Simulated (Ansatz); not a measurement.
`BBC(C)=O` and `CC(C)=O` differ in one atom or group.

Ansatz, PBE0-D4/def2-TZVP geometries, multiplicity 1. Each molecule was computed in one conformer, which needn't be the lowest.

```tsv
property	`BBC(C)=O`
HOMO–LUMO gap (PBE0/def2-TZVPP) / eV	5.25
LUMO energy (PBE0/def2-TZVPP) / eV	-1.94
HOMO–LUMO gap (B3LYP/def2-TZVPP) / eV	4.83
LUMO energy (ωB97M-V/def2-TZVPP) / eV	-0.04
HOMO energy (PBE0/def2-TZVPP) / eV	-7.19
ideal-gas entropy at 298 K and 1 bar (rigid rotor, harmonic PBE0-D4/def2-TZVP) / J/(mol·K)	338
```

(1) What does the change do to each property? (Best estimate.)

## Answers

(1) The calculation gave: 
```
                                                                                  property  `CC(C)=O`  shift
                                                      HOMO–LUMO gap (PBE0/def2-TZVPP) / eV       6.90   1.65
                                                        LUMO energy (PBE0/def2-TZVPP) / eV      -0.32   1.62
                                                     HOMO–LUMO gap (B3LYP/def2-TZVPP) / eV       6.38   1.55
                                                     LUMO energy (ωB97M-V/def2-TZVPP) / eV       1.98   2.02
                                                        HOMO energy (PBE0/def2-TZVPP) / eV      -7.22  -0.03
ideal-gas entropy at 298 K and 1 bar (rigid rotor, harmonic PBE0-D4/def2-TZVP) / J/(mol·K)        301    -37
```

The zero-point energy changes by 15.2 kJ/mol with -3 modes. Modes under 60 cm⁻¹, often nearly free rotors, make the harmonic entropy too high.

B3LYP here is the variant with VWN-RPA as its local correlation; programs differ in this.

Positive LUMOs are unbound, so they and the gaps depend on the basis.
